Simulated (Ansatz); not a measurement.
Runs of Ansatz 0.2.0 on Ga. The structure is tetragonal, space group I4/mmm (No. 139). Conventional cell: a = 2.769 Å, b = 2.769 Å, c = 4.622 Å, α = 90.00°, β = 90.00°, γ = 90.00°. Ga (site symmetry 4/mmm) is surrounded by 12 Ga at 2.77 to 3.03 Å. This isn't the form of Ga at room conditions, which is orthorhombic.

| task | level | potentials or basis | spin | cell | k mesh | cutoff (eV) | smearing | scf convergence dr2 threshold | moments locked | scf mixing preconditioner | basis error allowed | other keys | mesh quality | gap on the mesh (eV) | pressure (GPa) |
| --- | --- | --- | --- | --- | --- | --- | --- | --- | --- | --- | --- | --- | --- | --- | --- |
| elastic constants | RPBE+D4 | all-electron PAW datasets made for the crystal | off | as given | 10 × 10 × 10 | 260 | methfessel-paxton 0.01 eV | 1e-11 | - | - | - | scf.convergence.dr2_threshold = 1e-11 | coarse | none | (a) |
| single point | PBE | all-electron LAPW, scalar-relativistic | off | cell strained at random at fixed volume | 13 × 13 × 13 | 237 | fermi-dirac 0.05 eV | - | - | - | 0.001 eV/atom | - | not flagged | none | 3.7 |
| single point | PBE | all-electron LAPW, scalar-relativistic | off | as given | 5 × 5 × 5 | 208 | fermi-dirac 0.04 eV | - | - | - | 0.003 eV/atom | - | coarse | none | 5.1 |
| electric field gradients | r2SCAN | all-electron PAW datasets made for the crystal | off | as given | 20 × 20 × 20 | 240 | cold 0.1 eV | - | - | resta | - | kpoints.mp_grid.grid = 20 × 20 × 20; scf.mixing.preconditioner = resta | not flagged | none | 0.7 |
| single point | PBE | all-electron LAPW, scalar-relativistic | off | as given | 9 × 9 × 9 | 208 | fermi-dirac 0.02 eV | - | - | - | 0.003 eV/atom | - | coarse | none | 3.9 |

Q: Fill in the values left out.

A: (a) -2.0.

Caveats: some runs use coarse meshes; the k mesh is thin for a metal, which can move the energy by tens of meV per atom (some runs); the datasets are made anew for each crystal, so energies of different cells compare to about 1 meV per atom (some runs); the elastic tensor has a negative eigenvalue, so either the cell is unstable as it stands or the mesh is too thin (some runs); pairwise dispersion overbinds metals, which lowers pressure and volume (some runs).

A k mesh can miss the band edges, and the runs leave out spin-orbit coupling on Ga.

A gap of «none» marks a metal or a gap under the smearing width.

The runs don't all hold the same shells in valence.
